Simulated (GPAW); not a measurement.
MoS2:

```
Mo S
1.0
     3.22746    0.00000    0.00000
    -1.61373    2.79507    0.00000
     0.00000    0.00000    6.31247
Mo S
1 2
Direct
  0.00000 0.00000 0.50000
  0.66667 0.33333 0.74468
  0.33333 0.66667 0.25532
```

Measurements of this composition are mostly on another form, of space group No. 194.

- Program: GPAW 26.7.0
- Task: relaxation of cell and atoms
- Functional: BLYP
- Dispersion: D3(BJ)
- Potentials or basis: PAW data sets generated in the run's folder for this functional
- Cutoff: 600 eV
- Basis: pw
- k mesh: 9 × 9 × 4
- Occupations: fermi-dirac, width 0.05 eV
- Spin: no spin polarisation

At the start: pressure -0.3 GPa; volume 18.98 Å³/atom.

Problem. How do energy, volume and symmetry change on relaxing?

Solution. Over 13 steps the energy falls by 48.8 meV/atom and the volume is 16.86 Å³/atom (-11.2 %); space group P-3m1 (No. 164, to 0.05 Å).

Step by step:
| step | energy change (eV) | largest force (eV/Å) | pressure (GPa) | volume (Å³) |
| --- | --- | --- | --- | --- |
| 1 | 0.0000 | 0.5783 | -0.29 | 56.94 |
| 2 | -0.0087 | 0.4556 | -0.96 | 56.92 |
| 3 | -0.0320 | 0.0265 | -3.30 | 56.43 |
| 4 | -0.0422 | 0.1536 | -3.64 | 55.87 |
| 5 | -0.0723 | 0.3999 | -3.01 | 53.35 |
| 6 | -0.0879 | 0.3274 | -1.15 | 51.87 |
| 7 | -0.1007 | 0.0516 | 1.24 | 50.99 |
| 8 | -0.1075 | 0.1234 | 2.12 | 50.87 |
| 9 | -0.1189 | 0.2970 | 2.78 | 50.71 |
| 10 | -0.1341 | 0.3632 | 2.62 | 50.49 |
| 11 | -0.1434 | 0.2203 | 1.32 | 50.48 |
| 12 | -0.1460 | 0.0655 | 0.29 | 50.55 |
| 13 | -0.1463 | 0.0070 | 0.00 | 50.58 |

Final structure:
```xyz
3
Lattice="3.2307 0.0000 0.0000 -1.6153 2.7978 0.0000 0.0000 0.0000 5.5958" Properties=species:S:1:pos:R:3 pbc="T T T"
Mo    0.0000    0.0000    2.7979
S     1.6153    0.9326    4.3480
S     0.0000    1.8652    1.2478
```

Caveat: later steps reuse the first step's grids.
